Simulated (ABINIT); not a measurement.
SnSe2:

```xyz
3
Lattice="3.8110 0.0000 0.0000 -1.9055 3.3004 0.0000 0.0000 0.0000 6.1360" Properties=species:S:1:pos:R:3 pbc="T T T"
Sn    0.0000    0.0000    0.0000
Se    1.9055    1.1001    4.6081
Se    0.0000    2.2003    1.5279
```

Base run:

| Property | Result |
| --- | --- |
| Program | ABINIT 10.8.3 (patched build) |
| Functional | PBEsol |
| Potentials or basis | PseudoDojo NC SR PBEsol v0.4.1 standard |
| Cutoff | 1061 eV |
| k mesh | 6 × 6 × 4 |
| Occupations | fermi-dirac, width 0.05 eV |
| Spin | no spin polarisation |

Its results: band gap on the k mesh 0.72 eV, indirect (least direct gap 0.97 eV); pressure 2.4 GPa; largest force 0.621 eV/Å.

Task: The run is repeated on the same cell with these changes: functional from PBEsol to PBE; potentials or basis from PseudoDojo NC SR PBEsol v0.4.1 standard to PseudoDojo NC SR PBE v0.5 stringent; cutoff from 1061 eV to 1306 eV; valence electrons from 46 to 70. What comes out?

Result: Band gap on the k mesh 0.82 eV, indirect (least direct gap 1.10 eV); pressure 4.2 GPa; largest force 0.795 eV/Å.

Caveats: spin-orbit coupling is left out, which moves the levels of the heavy elements; this functional lacks dispersion, which binds the layers, so the pressure and a relaxed spacing across them are unreliable.

A k mesh can miss the band edges.
